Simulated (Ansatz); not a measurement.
The reference is LiI in the rock salt structure (space group Fm-3m, No. 225; a = 6.018 Å). Axes: x, y, z lie along the cube axes.

Level of theory: Kohn–Sham DFT with the r2SCAN functional, run in Ansatz (an electronic-structure program) with PAW and 500 eV plane waves, no spin-orbit coupling.

Now apply this change: the cell is compressed by 4.98 % along y with no lateral relaxation; the atoms relax in the strained cell.

Predict the stress tensor and what it implies for the stiffness.

Stress of the strained cell less that of the base (GPa, compression positive):
```
   0.77    0.00    0.00
   0.00    2.44    0.00
   0.00    0.00    0.77
```

Then −Δσ_ii/ε with ε = -0.0498 gives secant stiffness values (nonlinear terms included at this strain): C22 ≈ 49 GPa, C12 ≈ 15 GPa and C23 ≈ 15 GPa.

As a check, the harmonic strain energy −½ V₀ Δσ:ε is 10 meV/atom; the computed energy rise is 9.4 meV/atom.

Stability against distortions was not tested.
